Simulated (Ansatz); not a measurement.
# WS$_{2}$ (P-6m2), a film clamped to a substrate

The calculation used Ansatz 0.2.0, DFT PBEsol, scalar-relativistic, plane waves, PAW. Cutoff 420 eV, Γ-centred 12×12×2 k-points, Gaussian smearing of 0.05 eV. Spin–orbit coupling is left out, which can shift energies with elements as heavy as these. No spin polarisation. Energies are free energies at this smearing, counted from the undisturbed cell; pressure is positive in compression.

The undisturbed cell (relaxed at this level; this form isn't the usual structure):

```
W S
1.0
     3.14578    0.00000    0.00000
    -1.57289    2.72432    0.00000
     0.00000    0.00000   16.95342
W S
1 2
Direct
  0.33333 0.66667 0.00000
  0.66667 0.33333 0.90758
  0.66667 0.33333 0.09242
```

The cell holds layers and no dispersion correction was added, so their binding is poorly described.

The cell (3 atoms, V0 = 145.29 Å³) is strained by p along both x and y and by q along z, fractional coordinates fixed. τp = (1/V0) ∂E/∂p = (σxx + σyy)(1 + p)(1 + q) and τq = (1/V0) ∂E/∂q = σzz(1 + p)², with tension positive.

```csv
p,q,ΔE (meV/atom),τp (GPa),τq (GPa)
0.000,0.000,0.00,0.01,0.01
-0.025,0.000,28.00,-7.66,-2.21
0.025,0.000,24.85,6.36,1.86
0.000,-0.025,10.75,-2.15,-2.90
0.000,0.025,10.14,1.91,2.63
```

Task: Get the second derivatives of the energy density.

Result: Central differences give A = ∂τp/∂p = 280 GPa (C11 + C22 + 2 C12), C = ∂τq/∂q = 111 GPa (C33) and the cross term B = ∂τq/∂p = 81 GPa (C13 + C23); ∂τp/∂q = 81 GPa must equal B, and any difference shows higher-order terms. The ions are clamped.

Task: A film of this crystal grows with z along the normal on a substrate that imposes p. How does its thickness respond, and what does the misfit cost?

Result: Count p and q from the stress-free cell. A free surface needs τq = 0, so q = −(B/C) p = -0.74 p. The energy density left is (A − B²/C) p²/2 = M p², with the biaxial modulus M = 110 GPa; a misfit of 1 % costs 3.33 meV/atom, against 4.24 meV/atom if the thickness were held.

At p = 0.050 the energies along q are 79.5 (q = -0.050), 76.7 (q = -0.025), 93.4 (q = 0.000), 127.4 (q = 0.025), 177.2 (q = 0.050) meV/atom.

Task: Does the linear rule hold at this misfit?

Result: A parabola through the lowest point and its neighbours has its minimum at q = -0.034, 75.5 meV/atom. With the stress left in the starting cell, τp0 and τq0, linear elasticity gives q = −(τq0 + Bp)/C = -0.037 and E = V0(τp0 p + τq0 q + Ap²/2 + Bpq + Cq²/2)/N = 83.4 meV/atom. The two agree within a tenth in energy.

Forces appear on the atoms along this scan, and letting them relax would lower the energy and soften the response.

The coordinates describe a single S–W–S layer separated from its images by a wide vacuum, not a bulk layered crystal. With fractional coordinates fixed, q therefore changes the sulfur height and strains the covalent W–S bonds, so the 111 GPa attributed to C33 measures intralayer stiffness diluted by empty volume. With the ions free, the sulfur would return to its preferred height and this stiffness would almost vanish.

The coupling to p has the same origin: in-plane stretching lengthens the W–S bonds, and flattening the layer partly restores them. Minimising over q thus stands in for relaxing the sulfur height, which makes the misfit energy per atom meaningful for a free monolayer, whereas the moduli in GPa depend on the chosen vacuum. Compression costs more than equal extension in both directions, as expected from steepening short-range repulsion, and this anharmonicity explains why the linear estimate at large tensile misfit exceeds the scanned minimum. The results don't establish the thickness response of a multilayer film, where interlayer gaps also adjust.
